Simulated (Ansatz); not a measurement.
Pd, 2 atoms in the cell. The structure is hexagonal, space group P6_3/mmc (No. 194). Conventional cell: a = 2.784 Å, b = 2.784 Å, c = 4.629 Å, α = 90.00°, β = 90.00°, γ = 120.00°. Around Pd (site symmetry -6m2) lie 12 Pd at 2.78 to 2.82 Å. This isn't the form of Pd at room conditions, which is fcc.

```yaml
Program: Ansatz 0.2.0
Task: band structure
Functional: r2SCAN
Potentials_or_basis: Ansatz PAW
Cutoff: "500 eV (not typed: the program's choice for these potentials)"
k_mesh: 6 × 6 × 4
Occupations: fermi-dirac, width 0.05 eV
Spin: no spin polarisation
Path: "[[\"G\", \"M\", \"K\", \"G\", \"A\", \"L\", \"H\", \"A\"], [\"L\", \"M\"], [\"K\", \"H\"]]"
Points_for_each_segment_of_the_path: 14
```

Potentials or basis: Ansatz PAW.

Run with:

```bash
$ ansatz run input.yaml --threads 2 --pin off --max-ram 5632MiB --backend cpu --events-out ev --progress --plain --runs-dir out
```

Hardware: 2 threads of Arm Neoverse V1, with other jobs on the host.

Question: How long does it take, and how much memory?

Answer: Run time: 3.7 s on 2 threads of Arm Neoverse V1, with other jobs on the host, peak memory 0.36 GiB. Counts: scf iterations 8, plane waves 785, k points 21, bands 24.
